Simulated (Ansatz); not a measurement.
An elastic constant from a strain scan in GaN

Theory: DFT PBE, scalar-relativistic, plane waves, PAW in Ansatz. Settings: plane waves to 420 eV, k-mesh 12×12×6 (Γ-centred), Gaussian smearing 0.05 eV. No spin polarisation. Energies are free energies at this smearing, counted from the undisturbed cell; pressure is positive in compression.

Zero of the scan (relaxed at this level):

```
CELL_PARAMETERS angstrom
3.21843 0.00000 0.00000
-1.60921 2.78724 0.00000
0.00000 0.00000 5.24303
ATOMIC_POSITIONS crystal
Ga 0.33333 0.66667 0.99913
Ga 0.66667 0.33333 0.49913
N 0.33333 0.66667 0.37587
N 0.66667 0.33333 0.87587
```

The cell is strained by ε times the Voigt pattern (1, 0, 0, 0, 0, 0) (xx, yy, zz, yz, xz, xy; engineering shear) with fractional coordinates fixed. The cell holds 4 atoms in V0 = 47.03 Å³. The stress column is τ = (1/V0) dE/dε, got from the stress tensor σ (compression positive) at each point as −det(1 + εP) σ : P(1 + εP)⁻¹, with P the pattern as a tensor.

| ε | ΔE (meV/atom) | τ (GPa) |
| --- | --- | --- |
| -0.0600 | 57.615 | -28.197 |
| -0.0450 | 31.185 | -19.971 |
| -0.0300 | 13.341 | -12.572 |
| -0.0150 | 3.214 | -5.935 |
| 0.0000 | 0.000 | 0.001 |
| 0.0150 | 2.992 | 5.294 |
| 0.0300 | 11.451 | 9.998 |
| 0.0450 | 24.800 | 14.161 |
| 0.0525 | 33.127 | 16.052 |
| 0.0600 | ? | ? |

Q: Which combination of elastic constants does this scan measure, and how large is it?

A: For small ε, τ = τ0 + Kε with K = pᵀCp, which for this pattern is C11 in the Cartesian frame shown. The parabola through τ at ε = -0.0150, 0 and 0.0150 has slope K = 374 GPa at zero. The energies per cell, E = NΔE, of the same two points give K = 2[E(ε₊)/ε₊ − E(ε₋)/ε₋]/[(ε₊ − ε₋)V0] = 376 GPa, in agreement. These are clamped-ion values.

Q: Predict the withheld row at ε = 0.0600 from the harmonic law, and compare.

A: ΔE = V0(τ0 ε + Kε²/2)/N = 49.453 meV/atom and τ = 22.46 GPa. The calculation gives 42.454 meV/atom and 17.83 GPa: the energy lies 14 % below the harmonic value, as bonds soften when stretched.

Forces appear on the atoms along this scan, and letting them relax would lower the energy and soften the response.